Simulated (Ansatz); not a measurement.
# Mo/MgO/TiC: current against voltage

Aim: the current through Mo/MgO/TiC at finite bias, with the potential solved under that bias. The lower electrode is Mo bcc(001), the upper one TiC rock salt(001); the barrier is MgO rock salt(001) (non-polar). In the first transport cell, after relaxation, the nearest pair of electrode and barrier is Mo–O at 2.23 Å, along the normal, at the lower face and C–Mg at 2.26 Å, along the normal, at the upper one. All share a net of side 3.005 Å, which strains the lower electrode by -4.6 %, the upper one by -1.8 % and the barrier by +0.0 %, against typed lattice constants near PBE's. The first steps treat the bulk electrodes alone.

Main program and level: Ansatz 0.2.0; PBE DFT, plane waves, PAW files, in the first sound run; inputs show where later runs differ.

## (1) The starting structure

Symmetry: I4/mmm, No. 139, tetragonal system. Conventional cell: a = 3.005 Å, b = 3.005 Å, c = 3.252 Å, α = 90.00°, β = 90.00°, γ = 90.00°. Mo has 8 Mo at 2.68 Å nearest.

## (2) The strained electrode, 2 atoms, electrode Mo bcc(001)

The electrode is held to the junction's net and relaxed along the normal; its spacing is used for the ideal lead layers.

Contents of input.yaml:

```yaml
crystal:
  lattice:
    - [3.005, 0.0, 0.0]
    - [0.0, 3.005, 0.0]
    - [0.0, 0.0, 3.2515]
  atoms:
    - { symbol: Mo, position: [0.0, 0.0, 0.0] }
    - { symbol: Mo, position: [0.5, 0.5, 0.5] }
kpoints:
  mp_grid: { grid: [12, 12, 10] }
scf:
  occupations: { method: fermi_dirac, width: 0.1 }
  max_iter: 150
hamiltonian:
  xc: pbe
relax:
  f_tol: 0.01
  max_steps: 40
  cell: { fix: [a, b, angles] }
```

On the command line:

```
$ ansatz run input.yaml --threads 8 --pin off --max-ram 20480MiB --backend cpu --events-out ev --progress --plain --runs-dir out
```

Numbers of over 12 decimals in the logs are rounded to 6 here.

Log:

```text
Engine: ansatz 0.2.0, aarch64-unknown-linux-gnu
Pseudopotentials: kind: paw
Pseudopotential: Mo, paw, valence charge 14, recommended cutoff 420 eV (normal), Mo.paw.azcp
Functional definition: PBE
  parameter kappa = 0.804
  parameter beta = 0.066725
  exchange = pbe_x(kappa = kappa, mu = beta*pi^2/3)
  correlation = pbe_c(beta = beta)
Crystal: 2 atoms, lattice volume = 29.361 Å³
Basis set: ecut = 420 eV, 563 PW (Γ), exchange–correlation on 48×48×48 points (8 copies of the dense FFT grid, shifted against one another)
Bands: 18, of which v1, the nominal top of the filled ones, is band 14 counted from 1 (13 counted from 0)
Symmetry: 32 space group operations
Space group: I4/mmm (ITA 139), of the structure as read, at distance tolerance 3.1e-5 Å
k-points: 168 of 1440
Non-local potential: Mo, projectors of the file, l = 0: 3, l = 1: 2, l = 2: 2, l = 3: 1
PAW form: soft (Blöchl's): semilocal exchange-correlation on the pseudo side does not see the compensation charge
PAW one-centre angular grid: Mo, 590 points (default); XC on 64 Gauss nodes
Initial density: superposition of atomic densities (neutral atoms: chi_scale 0, normalization atom), corrected by the library's trained network
Initial wavefunctions: pseudopotential atomic-orbital guess
Functional: x = pbe(κ = 0.804, μ = 0.219515), c = pbe(β = 0.066725)
SCF iter   1: F=—  HF=-9911.792365 eV  |F-HF|=—  |Δ(HF+E_count)|=         —  Δρ=3.56e-3  dr2=1.39e-3  ethr=1.77e-3  ⟨swp⟩=5.1  Hψ=13439  notcnv=0
preconditioner: auto → none  [metal: Δε(μ)=0.015 eV  Ē_g=4.940 eV  σ=0.100 eV  W_gap=0.04  n_scr=6 (ndim 8)  ℏωp=23.7 eV  f_vac=0.000  D(μ)=1.47/eV (n_scr^D=18)  sad-step TF]
SCF iter   2: F=—  HF=-9911.791994 eV  |F-HF|=—  |Δ(HF+E_count)|=   3.71e-4  Δρ=2.06e-3  dr2=4.72e-4  ethr=4.97e-6  ⟨swp⟩=2.1  Hψ=5741  notcnv=0
SCF iter   3: F=—  HF=-9911.791980 eV  |F-HF|=—  |Δ(HF+E_count)|=   1.35e-5  Δρ=3.24e-4  dr2=2.26e-5  ethr=1.68e-6  ⟨swp⟩=2.2  Hψ=5341  notcnv=0
SCF iter   4: F=—  HF=-9911.791965 eV  |F-HF|=—  |Δ(HF+E_count)|=   1.51e-5  Δρ=8.59e-5  dr2=5.53e-7  ethr=8.06e-8  ⟨swp⟩=2.1  Hψ=4997  notcnv=0
iter 5 did not close the SCF: its close was put off for the readings that it lacked (scf_convergence_deferred on its scf_iter line)
SCF iter   5: F=-9911.791966 eV  HF=-9911.791966 eV  |F-HF|=9.26e-9  |Δ(HF+E_count)|=   2.65e-7  Δρ=1.42e-5  dr2=3.11e-8  ethr=1.98e-9  ⟨swp⟩=2.0  Hψ=5379  notcnv=0
SCF iter   6: F=-9911.791966 eV  HF=-9911.791966 eV  |F-HF|=7.95e-10  |Δ(HF+E_count)|=  1.75e-10  Δρ=2.29e-6  dr2=1.07e-9  ethr=1.11e-10  ⟨swp⟩=1.9  Hψ=9999  notcnv=0
SCF 1 converged in 6 iterations: F = -9911.791966 eV  dr2 = 1.07e-9
  greatest PAW one-centre occupation: 0.998 electrons in one spin orbital (limit 2), on the Mo atom at site 1 (counted from 0), in its partial waves of l = 0
relax step   1: F+E_penalty+E_count = -9911.79196555 eV  Δ(F+E_penalty+E_count) = +0.000e0 eV  max|allowed force component| = 2.712e-30 eV/Å  Δτ_max = 0.0000 Å  P = +22.902 GPa  Ω = 29.361 Å³  fix = [a, b, alpha, beta, gamma]  reactions: a +31.450, b +31.450 GPa  (6 SCF iters, dr2 threshold 1.00e-7 eV, accepted)
Crystal: 2 atoms, lattice volume = 30.294 Å³
Basis set: ecut = 420 eV, 587 PW (Γ), exchange–correlation on 48×48×48 points (8 copies of the dense FFT grid, shifted against one another)
Initial density: handed on by an earlier stage of this run
Initial wavefunctions: those handed on with the density
iter 1 solved again at ethr=7.11e-6 eV; its pass at ethr=3.10e-3 eV (dr2=1.99e-3 eV) is discarded
SCF iter   1: F=—  HF=-9911.787593 eV  |F-HF|=—  |Δ(HF+E_count)|=         —  Δρ=4.20e-3  dr2=1.89e-3  ethr=7.11e-6  ⟨swp⟩=2.1  Hψ=19485  notcnv=0
preconditioner: auto → none  [metal: Δε(μ)=0.013 eV  Ē_g=4.740 eV  σ=0.100 eV  W_gap=0.03  n_scr=6 (ndim 8)  ℏωp=23.4 eV  f_vac=0.000  D(μ)=1.73/eV (n_scr^D=18)]
SCF iter   2: F=—  HF=-9911.787885 eV  |F-HF|=—  |Δ(HF+E_count)|=   2.91e-4  Δρ=2.11e-3  dr2=4.41e-4  ethr=6.74e-6  ⟨swp⟩=1.0  Hψ=3024  notcnv=0
SCF iter   3: F=—  HF=-9911.788011 eV  |F-HF|=—  |Δ(HF+E_count)|=   1.26e-4  Δρ=1.22e-4  dr2=3.64e-6  ethr=1.57e-6  ⟨swp⟩=1.0  Hψ=3024  notcnv=0
SCF iter   4: F=—  HF=-9911.788008 eV  |F-HF|=—  |Δ(HF+E_count)|=   2.99e-6  Δρ=2.58e-5  dr2=5.96e-8  ethr=1.30e-8  ⟨swp⟩=2.0  Hψ=5344  notcnv=0
iter 5 did not close the SCF: its close was put off for the readings that it lacked (scf_convergence_deferred on its scf_iter line)
SCF iter   5: F=-9911.788008 eV  HF=-9911.788008 eV  |F-HF|=1.14e-9  |Δ(HF+E_count)|=   1.84e-8  Δρ=6.29e-6  dr2=2.69e-9  ethr=2.13e-10  ⟨swp⟩=2.1  Hψ=4065  notcnv=0
SCF iter   6: F=-9911.788008 eV  HF=-9911.788008 eV  |F-HF|=0.00e0  |Δ(HF+E_count)|=   1.35e-9  Δρ=5.11e-7  dr2=2.15e-11  ethr=9.62e-12  ⟨swp⟩=1.2  Hψ=8789  notcnv=0
SCF 2 converged in 6 iterations: F = -9911.788008 eV  dr2 = 2.15e-11
relax step   2: F+E_penalty+E_count = -9911.78800827 eV  Δ(F+E_penalty+E_count) = +3.957e-3 eV  max|allowed force component| = 4.142e-30 eV/Å  Δτ_max = 0.0000 Å  P = +13.322 GPa  Ω = 30.294 Å³  energy of the carried Pulay correction = -3.223e-4 eV  fix = [a, b, alpha, beta, gamma]  (6 SCF iters, dr2 threshold 2.00e-7 eV, rejected (line search))
Crystal: 2 atoms, lattice volume = 29.806 Å³
Basis set: ecut = 420 eV, 571 PW (Γ), exchange–correlation on 48×48×48 points (8 copies of the dense FFT grid, shifted against one another)
iter 1 solved again at ethr=1.89e-6 eV; its pass at ethr=3.10e-3 eV (dr2=5.29e-4 eV) is discarded
SCF iter   1: F=—  HF=-9911.798833 eV  |F-HF|=—  |Δ(HF+E_count)|=         —  Δρ=2.22e-3  dr2=5.16e-4  ethr=1.89e-6  ⟨swp⟩=2.0  Hψ=19058  notcnv=0
preconditioner: auto → none  [metal: Δε(μ)=0.009 eV  Ē_g=4.844 eV  σ=0.100 eV  W_gap=0.02  n_scr=6 (ndim 8)  ℏωp=23.6 eV  f_vac=0.000  D(μ)=1.61/eV (n_scr^D=18)]
SCF iter   2: F=—  HF=-9911.798902 eV  |F-HF|=—  |Δ(HF+E_count)|=   6.88e-5  Δρ=1.11e-3  dr2=1.19e-4  ethr=1.84e-6  ⟨swp⟩=1.0  Hψ=3024  notcnv=0
SCF iter   3: F=—  HF=-9911.798933 eV  |F-HF|=—  |Δ(HF+E_count)|=   3.11e-5  Δρ=6.14e-5  dr2=8.21e-7  ethr=4.26e-7  ⟨swp⟩=1.0  Hψ=3024  notcnv=0
SCF iter   4: F=—  HF=-9911.798928 eV  |F-HF|=—  |Δ(HF+E_count)|=   5.49e-6  Δρ=1.61e-5  dr2=2.01e-8  ethr=2.93e-9  ⟨swp⟩=2.1  Hψ=5270  notcnv=0
SCF iter   5: F=—  HF=-9911.798928 eV  |F-HF|=—  |Δ(HF+E_count)|=   6.83e-9  Δρ=2.98e-6  dr2=5.53e-10  ethr=7.19e-11  ⟨swp⟩=2.3  Hψ=4390  notcnv=0
SCF iter   6: F=-9911.798928 eV  HF=-9911.798928 eV  |F-HF|=0.00e0  |Δ(HF+E_count)|=  3.77e-10  Δρ=2.39e-7  dr2=5.11e-12  ethr=1.00e-12  ⟨swp⟩=5.7  Hψ=13711  notcnv=0
SCF 3 converged in 6 iterations: F = -9911.798928 eV  dr2 = 5.11e-12
relax step   3: F+E_penalty+E_count = -9911.79892785 eV  Δ(F+E_penalty+E_count) = -6.962e-3 eV  max|allowed force component| = 6.656e-30 eV/Å  Δτ_max = 0.0000 Å  P = +18.132 GPa  Ω = 29.806 Å³  energy of the carried Pulay correction = -1.548e-4 eV  fix = [a, b, alpha, beta, gamma]  reactions: a +27.453, b +27.453 GPa  (6 SCF iters, accepted)
[...]
relax step   4: F+E_penalty+E_count = -9911.79900237 eV  Δ(F+E_penalty+E_count) = -7.451e-5 eV  max|allowed force component| = 1.854e-29 eV/Å  Δτ_max = 0.0000 Å  P = +18.522 GPa  Ω = 29.768 Å³  energy of the carried Pulay correction = -1.418e-4 eV  fix = [a, b, alpha, beta, gamma]  reactions: a +27.789, b +27.789 GPa  (6 SCF iters, dr2 threshold 2.00e-7 eV, accepted)
Initial wavefunctions: pseudopotential atomic-orbital guess (no wavefunctions were taken with the density)
iter 1 solved again at ethr=5.02e-8 eV; its pass at ethr=3.10e-3 eV (dr2=1.41e-5 eV) is discarded
SCF iter   1: F=—  HF=-9911.799151 eV  |F-HF|=—  |Δ(HF+E_count)|=         —  Δρ=5.30e-5  dr2=8.88e-8  ethr=5.02e-8  ⟨swp⟩=3.1  Hψ=21694  notcnv=0
SCF iter   2: F=—  HF=-9911.799145 eV  |F-HF|=—  |Δ(HF+E_count)|=   6.08e-6  Δρ=2.52e-5  dr2=1.68e-8  ethr=3.17e-10  ⟨swp⟩=2.4  Hψ=5227  notcnv=0
SCF iter   3: F=—  HF=-9911.799145 eV  |F-HF|=—  |Δ(HF+E_count)|=   1.16e-7  Δρ=2.99e-6  dr2=4.51e-10  ethr=5.99e-11  ⟨swp⟩=2.8  Hψ=5457  notcnv=0
iter 4 did not close the SCF: its close was put off for the readings that it lacked (scf_convergence_deferred on its scf_iter line)
SCF iter   4: F=-9911.799145 eV  HF=-9911.799145 eV  |F-HF|=3.82e-11  |Δ(HF+E_count)|=   1.64e-9  Δρ=5.39e-7  dr2=1.65e-11  ethr=1.61e-12  ⟨swp⟩=2.0  Hψ=5372  notcnv=0
iter 5 did not close the SCF: its close was put off for the readings that it lacked (scf_convergence_deferred on its scf_iter line)
SCF iter   5: F=-9911.799145 eV  HF=-9911.799145 eV  |F-HF|=0.00e0  |Δ(HF+E_count)|=  4.00e-11  Δρ=7.40e-8  dr2=5.37e-13  ethr=1.00e-12  ⟨swp⟩=1.0  Hψ=3024  notcnv=0
iter 6 did not close the SCF: its close was put off for the readings that it lacked (scf_convergence_deferred on its scf_iter line)
SCF iter   6: F=-9911.799145 eV  HF=-9911.799145 eV  |F-HF|=0.00e0  |Δ(HF+E_count)|=    0.00e0  Δρ=5.91e-9  dr2=3.08e-15  ethr=1.00e-12  ⟨swp⟩=1.0  Hψ=3024  notcnv=0
iter 7 did not close the SCF: its close was put off for the readings that it lacked (scf_convergence_deferred on its scf_iter line)
SCF iter   7: F=-9911.799145 eV  HF=-9911.799145 eV  |F-HF|=0.00e0  |Δ(HF+E_count)|=    0.00e0  Δρ=9.59e-10  dr2=1.49e-16  ethr=1.00e-12  ⟨swp⟩=1.0  Hψ=3024  notcnv=0
SCF iter   8: F=-9911.799145 eV  HF=-9911.799145 eV  |F-HF|=3.64e-12  |Δ(HF+E_count)|=  3.64e-12  Δρ=2.91e-10  dr2=7.78e-18  ethr=1.00e-12  ⟨swp⟩=2.0  Hψ=8148  notcnv=0
SCF 5 converged in 8 iterations: F = -9911.799145 eV  dr2 = 7.78e-18
relax step   5: F+E_penalty+E_count = -9911.79914488 eV  Δ(F+E_penalty+E_count) = -1.425e-4 eV  max|allowed force component| = 2.702e-29 eV/Å  Δτ_max = 0.0000 Å  P = +18.518 GPa  Ω = 29.768 Å³  fix = [a, b, alpha, beta, gamma]  reactions: a +27.785, b +27.785 GPa  stress off target by 1.54e-2 GPa on what of the cell is left free  SCF on the basis re-selected at this cell (its energy is not comparable with the rows above)  (8 SCF iters)
basis re-selected at this cell: Δ(F+E_penalty+E_count) = -1.425e-4 eV, ΔP = -0.004 GPa vs the last step (what re-selecting the basis moved, of the pressure what is left beyond the Pulay correction that the steps carried, after the strain that the cell walked since its last selection, with what the two solves' SCF thresholds leave and, on support functions, any second-order correction that the steps lacked; it is no m [...]
SCF converged after 8 iterations
Free energy (F): -9911.799145 eV
Harris-Foulkes:  -9911.799145 eV  (|F-HF|=3.64e-12)
Internal energy: -9911.748004 eV  (E = F + TS)
E sigma→0 (E₀):  -9911.773574 eV
Entropy (-TS):   -0.051141 eV (-25.570 meV/atom)
Fermi energy:    22.333869 eV
--- Per-component energies (eV) ---
  E_band       = -76.275152
  E_kinetic    = 887.082140
  E_local      = -1498.253304  (includes V_loc(G=0)·N_el)
  E_nonlocal   = 286.164590
  E_hartree    = 498.927745
  E_xc         = -368.808283
  E_vxc        = -460.501403  (∫ρ·V_xc dr)
  E_paw        = -6403.041431  (= ΣΔE_a)
  E_vpaw       = -288.622759  (= ΣTr[D̂ρ^β])
  E_aug_tail   = 0.000095  (compensation charges beyond the density's cutoff)
  E_ewald      = -3313.819555
  E_smearing   = -0.051141  (= −TS)
  E_closure    = 0.000000  (closes the sum)
  Σ components = -9911.799145   (vs F -9911.799145, Δ=0.00e0)
--- Forces (eV/Å), atoms counted from 1 ---
  atom   1  Mo    -0.00000000    -0.00000000    -0.00000000
  atom   2  Mo    -0.00000000    -0.00000000    -0.00000000
  max |Σ_I F_I| component: 1.17e-28 eV/Å
--- Stress (GPa, compression-positive) ---
       27.785263       0.000000       0.000000
        0.000000      27.785263      -0.000000
        0.000000      -0.000000      -0.015382
  P = ⅓ Tr σ = 18.5184 GPa (185.184 kbar)
--- Band table (eV; the first three rows and the last of 168) ---
  k-point 0: bands = [... 10 lower, 16.6576, 20.6152, 20.6152, 21.6652, 23.3067, 24.6592, 26.3961, 26.7393]
  k-point 1: bands = [... 10 lower, 16.7652, 20.6560, 20.6560, 21.7520, 23.0206, 24.6732, 26.2154, 26.2154]
  k-point 2: bands = [... 10 lower, 17.0857, 20.7917, 20.7917, 22.0093, 22.2709, 24.6925, 25.1184, 25.1184]
  k-point 167: bands = [... 10 lower, 19.7752, 19.7752, 19.7752, 19.7752, 24.4907, 24.4907, 25.3939, 25.3939]
--- Relaxed structure (4 steps of the walk, 3 accepted, 1 SCFs on fresh bases) ---
  F+E_penalty+E_count = -9911.79914488 eV   max|allowed force component| = 2.702e-29 eV/Å   (the final SCF, on the basis selected at the relaxed cell)
  cell:  # Å, volume = 29.7681 Å³
    - [3.005, 0, 0.0]
    - [0, 3.005, 0.0]
    - [0.0, 0.0, 3.296570]
  atoms:
    - { symbol: Mo, position: [0.0, 0.0, 0.0] }
    - { symbol: Mo, position: [0.500000, 0.500000, 0.5] }
```

It took 5.3 s on 8 threads of Arm Neoverse V2, shared host; peak memory 0.56 GiB; 23 s of CPU time.

Step by step:

```
step  energy less that of the first step (eV)  largest force component (eV/Å)  pressure (GPa)  volume (Å³)
   1                                   0.0000                          0.0000           22.90        29.36
   2                                   0.0040                          0.0000           13.32        30.29
   3                                  -0.0070                          0.0000           18.13        29.81
   4                                  -0.0070                          0.0000           18.52        29.77
  5*                                  -0.0072                          0.0000           18.52        29.77
```

Relaxation steps marked * repeat the geometry before them on a plane-wave basis chosen anew for their cell, so energy and pressure can jump there. Relaxation step 2 was tried and not accepted.

The run keeps the 32 symmetry operations that it works with, so distortions that break them were not tested.

```
conventional cell, symmetrised  before  after  change
                         a (Å)   3.005  3.005  +0.0 %
                         b (Å)   3.005  3.005  +0.0 %
                         c (Å)   3.252  3.297  +1.4 %
              volume (Å³/atom)   14.68  14.88  +1.4 %
```

The relaxed structure:

```xyz
2
Lattice="3.0050 0.0000 0.0000 0.0000 3.0050 0.0000 0.0000 0.0000 3.2966" Properties=species:S:1:pos:R:3 pbc="T T T"
Mo    0.0000    0.0000    0.0000
Mo    1.5025    1.5025    1.6483
```

Numbers from this step:

| Quantity | Value |
| --- | --- |
| free energy | -9911.7991 eV |
| Fermi energy | 22.33 eV |
| pressure | 18.52 GPa |

The cell grew by 1.4 % in volume.

[end of part 1 of 5]

[Logs are printed without paths, hosts, clocks, repeated set-up lines and the standing remarks that a program may print on its own settings, such as how far it seeks lower states.]

[Hosts, paths, dates, database ids (printed as entryN), source tags and the programs' standing remarks are cut or masked in the printed files.]
